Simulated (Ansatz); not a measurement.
All numbers below come from Ansatz 0.2.0, DFT PBE, scalar-relativistic, plane waves, PAW. All cells share a 420 eV cutoff and Γ-centred k meshes spaced at most about 0.3 Å⁻¹ (about 0.25 or finer for metals, 2π included). No spin polarisation.

Each guess is relaxed in cell and atoms at zero pressure, on a coarse mesh first where it starts far from rest and then on a converged one. The steps can't lower the symmetry of the start, but it can rise. Energies are static (0 K, no zero-point motion).

Two unrelaxed guesses for Mg3Zn2O:

A.

```cif
data_structure
_symmetry_space_group_name_H-M 'R-3m:H'
_symmetry_Int_Tables_number 166
_cell_length_a 5.2446
_cell_length_b 5.2446
_cell_length_c 11.1137
_cell_angle_alpha 90.000
_cell_angle_beta 90.000
_cell_angle_gamma 120.000
_cell_volume 264.73
loop_
_atom_site_label
_atom_site_type_symbol
_atom_site_symmetry_multiplicity
_atom_site_Wyckoff_symbol
_atom_site_fract_x
_atom_site_fract_y
_atom_site_fract_z
_atom_site_occupancy
Mg1 Mg 9 d 0.16667 0.33333 0.83333 1
Zn1 Zn 6 c 0.33333 0.66667 0.29601 1
O1 O 3 a 0.00000 0.00000 0.00000 1
```

B.

```cif
data_structure
_symmetry_space_group_name_H-M 'P6_3/mmc'
_symmetry_Int_Tables_number 194
_cell_length_a 4.9473
_cell_length_b 4.9473
_cell_length_c 7.7334
_cell_angle_alpha 90.000
_cell_angle_beta 90.000
_cell_angle_gamma 120.000
_cell_volume 163.92
loop_
_atom_site_label
_atom_site_type_symbol
_atom_site_symmetry_multiplicity
_atom_site_Wyckoff_symbol
_atom_site_fract_x
_atom_site_fract_y
_atom_site_fract_z
_atom_site_occupancy
Mg1 Mg 6 h 0.17129 0.34259 0.25000 1
Zn1 Zn 4 f 0.66667 0.33333 0.43921 1
O1 O 2 a 0.00000 0.00000 0.50000 1
```

Task: Where do they end, and which end is lower?

Result: B ends lower, by 35 meV/atom. A: R-3m at 14.7 Å³/atom → R-3m at 15.9 Å³/atom; B: P6_3/mmc at 13.7 Å³/atom → P6_3/mmc at 16.7 Å³/atom. Counting Mg or Zn atoms around O (for each partner element, those within 1.25 times its shortest distance or 1.15 times the sum of covalent radii, where it is the nearest in units of that sum or under 1.3), the end of A and the end of B both have O 6. End of A. Conventional cell: a = 5.840 Å, c = 9.682 Å. Mg has 2 O at 2.33 Å, 2 Zn at 2.67 Å, 4 Mg at 2.92 Å and 4 Zn at 3.14 Å; Zn has 1 Zn at 2.32 Å and 3 Mg at 2.67 Å; around O lie 6 Mg at 2.33 Å. End of B. Conventional cell: a = 6.279 Å, c = 5.883 Å. Around Mg lie 2 O at 2.21 Å, 2 Zn at 2.67 Å and 2 Mg at 2.85 Å; around Zn lie 1 Zn at 2.30 Å and 3 Mg at 2.67 Å; O is surrounded by 6 Mg at 2.21 Å.

Ends held by symmetry can be saddle points.
